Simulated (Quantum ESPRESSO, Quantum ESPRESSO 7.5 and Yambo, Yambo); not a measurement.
## GaN (honeycomb monolayer): G0W0 on several meshes in Yambo

How does the mesh move the gap of GaN (honeycomb monolayer)?

Calculated with Quantum ESPRESSO 7.5 and Yambo 5.3.0; PBE and many-body steps on it, plane waves.

Most raw output is cut from this account.

### Step 1. Set-up

The cell holds 2 atoms: 1 Ga and 1 N. Cell: a = 3.213 Å, b = 3.213 Å, c = 14.000 Å, α = 90.0°, β = 90.0°, γ = 120.0°. Vacuum lies along c.

The structure was relaxed with PBE. The runs that relaxed it are not among those shown.

### Step 2. Empty states on the mesh, 9×9×1 mesh, 175 bands

This step: Quantum ESPRESSO 7.5; DFT, PBE, plane waves, norm-conserving pseudopotentials.

The sums over transitions need many empty states on a uniform mesh; this step solves for them.

Contents of pw.in:

```
&control
  calculation = 'nscf'
  prefix = 'x'
  outdir = 'o'
  pseudo_dir = 'pseudo'
/
&system
  ibrav = 0
  nat = 2
  ntyp = 2
  ecutwfc = 72.0
  nbnd = 175
  force_symmorphic = .true.
/
&electrons
  conv_thr = 1e-9
  electron_maxstep = 80
  diago_full_acc = .true.
  diago_thr_init = 5e-6
/
ATOMIC_SPECIES
  Ga 69.723 Ga.upf
  N 14.007 N.upf
CELL_PARAMETERS angstrom
  3.2128946041 -0.0000000000 0.0000000000
  -1.6064473020 2.7824483469 0.0000000000
  0.0000000000 0.0000000000 14.0000000000
ATOMIC_POSITIONS crystal
  Ga 0.3333333333 0.6666666667 0.5000398335
  N 0.6666666667 0.3333333333 0.4999601665
K_POINTS automatic
  9 9 1 0 0 0
```

Command:

```console
OMP_NUM_THREADS=1 mpirun -n 4 pw.x -nk 4 -in pw.in > pw.out
```

Elapsed: 44 s, on 4 MPI ranks of Arm Neoverse V1, shared host; peak memory 0.74 GiB.

Numbers from this step:

```
gap                                                           : 2.174 eV
k of the valence top                                          : 0.3333, 0.3333, 0
k of the conduction bottom                                    : 0, 0, 0
least direct gap                                              : 2.507 eV
k points computed                                             : 12
lowest point of the top converged band, above the valence top : 70.5696 eV
```

On this mesh the gap is 2.174 eV.

The density comes from a self-consistent run that is not shown.

### Step 3. Conversion and set-up

This step: Yambo 5.3.0; conversion and set-up on PBE, plane waves, norm-conserving pseudopotentials.

The states are converted to the many-body program's format and the q mesh is built.

Command:

```console
(cd o/x.save; p2y > p2y.log; mv SAVE ../..); yambo > setup.log
```

Wall time 2.8 s (1 MPI rank); peak memory 0.25 GiB.

### Step 4. 9×9×1

G0W0 replaces the xc potential by the self-energy, built once from these orbitals. Only a window of levels is corrected, while the sums run over the empty bands that the input names.

This step: G0W0 on PBE, plane waves, norm-conserving pseudopotentials.

Contents of gw2.in:

```
HF_and_locXC
gw0
dyson
ppa
em1d
rim_cut
rim_w
RandQpts= 3000000
RandGvec= 100 RL
CUTGeo= "slab z"
RandGvecW= 9 RL
EXXRLvcs= 72 Ry
VXCRLvcs= 288 Ry
Chimod= "HARTREE"
% BndsRnXp
 1 | 86 |
%
NGsBlkXp= 9.5 Ry
% LongDrXp
 1 | 1 | 0 |
%
% GbndRnge
 1 | 86 |
%
DysSolver= "n"
ExtendOut
PPAPntXp= 27.21138 eV
% QPkrange
 12 | 12 | 8 | 11 |
 1 | 1 | 8 | 11 |
%
```

Command:

```console
OMP_NUM_THREADS=1 mpirun -n 4 yambo -F gw2.in -J gw2 -C gw2 > gw2.log
```

Wall time 6.9 min (4 MPI ranks); peak memory 2.2 GiB; 28 min of CPU time.

Numbers from this step:

| Item | Value |
| --- | --- |
| G0W0 gap on the points computed | 3.903 eV |
| starting gap on the mesh | 2.174 eV |
| k of the valence top | 0.3333, 0.3333, 0 |
| k of the conduction bottom | 0, 0, 0 |
| least direct G0W0 gap on the computed points | 3.920 eV |
| Z at the valence top | 0.7742 |
| Z at the conduction bottom | 0.8316 |

The gap on the mesh goes from 2.17 eV to 3.90 eV, a correction of +1.73 eV.

### Step 5. Empty states on the mesh, 6×6×1 mesh, 86 bands

This step: Quantum ESPRESSO 7.5; DFT, PBE, plane waves, norm-conserving pseudopotentials.

Edit pw.in of step 2 so:

```diff
@@ -11,3 +11,3 @@
   ecutwfc = 72.0
-  nbnd = 175
+  nbnd = 86
   force_symmorphic = .true.
@@ -31,2 +31,2 @@
 K_POINTS automatic
-  9 9 1 0 0 0
+  6 6 1 0 0 0
```

Command:

```console
OMP_NUM_THREADS=1 mpirun -n 4 pw.x -nk 4 -in pw.in > pw.out
```

It took 13 s on 4 MPI ranks; peak memory 0.49 GiB.

Numbers from this step:

```yaml
gap: 2.174 eV
k_of_the_valence_top: 0.3333, 0.3333, 0
k_of_the_conduction_bottom: 0, 0, 0
least_direct_gap: 2.507 eV
k_points_computed: 7
lowest_point_of_the_top_converged_band_above_the_valence_top: 41.31 eV
```

On this mesh the gap is 2.174 eV.

### Step 6. Conversion and set-up

This step: Yambo 5.3.0; conversion and set-up on PBE, plane waves, norm-conserving pseudopotentials.

Command:

```console
(cd o/x.save; p2y > p2y.log; mv SAVE ../..); yambo > setup.log
```

Elapsed: 2.5 s, on 1 MPI rank; peak memory 0.24 GiB.

### Step 7. 6×6×1

This step: G0W0 on PBE, plane waves, norm-conserving pseudopotentials.

gw11.in, as its differences from gw2.in of step 4:

```diff
@@ -28,3 +28,3 @@
 % QPkrange
- 12 | 12 | 8 | 11 |
+ 7 | 7 | 8 | 11 |
  1 | 1 | 8 | 11 |
```

Command:

```console
OMP_NUM_THREADS=1 mpirun -n 4 yambo -F gw11.in -J gw11 -C gw11 > gw11.log
```

Run time: 2.3 min. Hardware: 4 MPI ranks; peak memory 2.2 GiB; 9.1 min of CPU time.

Numbers from this step:

| Item | Value |
| --- | --- |
| G0W0 gap on the points computed | 3.944 eV |
| starting gap on the mesh | 2.174 eV |
| k of the valence top | 0.3333, 0.3333, 0 |
| k of the conduction bottom | 0, 0, 0 |
| least direct G0W0 gap on the computed points | 3.976 eV |
| Z at the valence top | 0.7733 |
| Z at the conduction bottom | 0.8294 |

Against G0W0 in Yambo (9×9×1 mesh, 86 bands, screening to 129.3 eV, Godby-Needs plasmon pole), the gap moves by +0.041 eV.

### Step 8. Empty states on the mesh, 12×12×1 mesh, 86 bands

This step: Quantum ESPRESSO 7.5; DFT, PBE, plane waves, norm-conserving pseudopotentials.

Edit pw.in of step 5 so:

```diff
@@ -31,2 +31,2 @@
 K_POINTS automatic
-  6 6 1 0 0 0
+  12 12 1 0 0 0
```

Command:

```console
OMP_NUM_THREADS=1 mpirun -n 4 pw.x -nk 4 -in pw.in > pw.out
```

Elapsed: 29 s, on 4 MPI ranks; peak memory 0.49 GiB.

Numbers from this step:

* gap: 2.174 eV
* k of the valence top: 0.3333, 0.3333, 0
* k of the conduction bottom: 0, 0, 0
* least direct gap: 2.507 eV
* k points computed: 19
* lowest point of the top converged band, above the valence top: 41.31 eV

On this mesh the gap is 2.174 eV.

### Step 9. Conversion and set-up

This step: Yambo 5.3.0; conversion and set-up on PBE, plane waves, norm-conserving pseudopotentials.

Command:

```console
(cd o/x.save; p2y > p2y.log; mv SAVE ../..); yambo > setup.log
```

Wall time 3.1 s (1 MPI rank); peak memory 0.26 GiB.

### Step 10. 12×12×1

This step: G0W0 on PBE, plane waves, norm-conserving pseudopotentials.

gw12.in, as its differences from gw11.in of step 7:

```diff
@@ -28,3 +28,3 @@
 % QPkrange
- 7 | 7 | 8 | 11 |
+ 19 | 19 | 8 | 11 |
  1 | 1 | 8 | 11 |
```

Command:

```console
OMP_NUM_THREADS=1 mpirun -n 4 yambo -F gw12.in -J gw12 -C gw12 > gw12.log
```

It took 18 min on 4 MPI ranks; peak memory 2.4 GiB.

Numbers from this step:

* G0W0 gap on the points computed: 3.887 eV
* starting gap on the mesh: 2.174 eV
* k of the valence top: 0.3333, 0.3333, 0
* k of the conduction bottom: 0, 0, 0
* least direct G0W0 gap on the computed points: 3.898 eV

Against G0W0 in Yambo (9×9×1 mesh, 86 bands, screening to 129.3 eV, Godby-Needs plasmon pole), the gap moves by −0.017 eV.

### Step 11. Side by side

Times are wall times on 4 MPI ranks of Arm Neoverse V1, shared host, good to a factor of about two.

| run | mesh | bands | screening cutoff (eV) | DFT gap (eV) | gap on the mesh (eV) | direct (eV) | time |
| --- | --- | --- | --- | --- | --- | --- | --- |
| 9×9×1 | 9×9×1 | 86 | 129.3 | 2.174 | 3.903 | 3.920 | 6.9 min |
| 6×6×1 | 6×6×1 | 86 | 129.3 | 2.174 | 3.944 | 3.976 | 2.3 min |
| 12×12×1 | 12×12×1 | 86 | 129.3 | 2.174 | 3.887 | 3.898 | 18 min |

### Step 12. What came out

| Property | Result |
| --- | --- |
| 9×9×1 | 3.903 eV |
| 6×6×1 | 3.944 eV |
| 12×12×1 | 3.887 eV |
| known limits | not at the basis limit; exchange with frozen shells missing; no spin-orbit coupling |

What this shows: 6×6×1: +0.041 eV against 9×9×1. 12×12×1: −0.017 eV against 9×9×1. Bands and cutoff are finite, so the gap is not at the basis limit. The miss can reach some tenths of an eV and take either sign; the mesh is an error of its own. In the G0W0 runs levels were corrected at 2 k points alone, so a gap called «on the mesh» is the least over those, and an edge elsewhere would be missed. The norm-conserving file of at least one element keeps a d shell over frozen s and p shells of the same row. Exchange with those shells is missing from the self-energy, an error of 0.3 to 0.9 eV in cases checked, whose sign depends on which edge lies on those atoms. The many-body steps are scalar-relativistic: spin-orbit coupling is not in them.

[Paths, hosts, dates, memory and timing lines, banners, echoed tables and standing remarks are left out of the program output.]

[Logs are printed without paths, hosts, clocks, repeated set-up lines and the standing remarks that a program may print on its own settings, such as how far it seeks lower states.]

[Runs of the session that timed out or met a known fault of the program may be left out.]

[Hosts, paths, dates, database ids (printed as entryN), source tags and the programs' standing remarks are cut or masked in the printed files.]
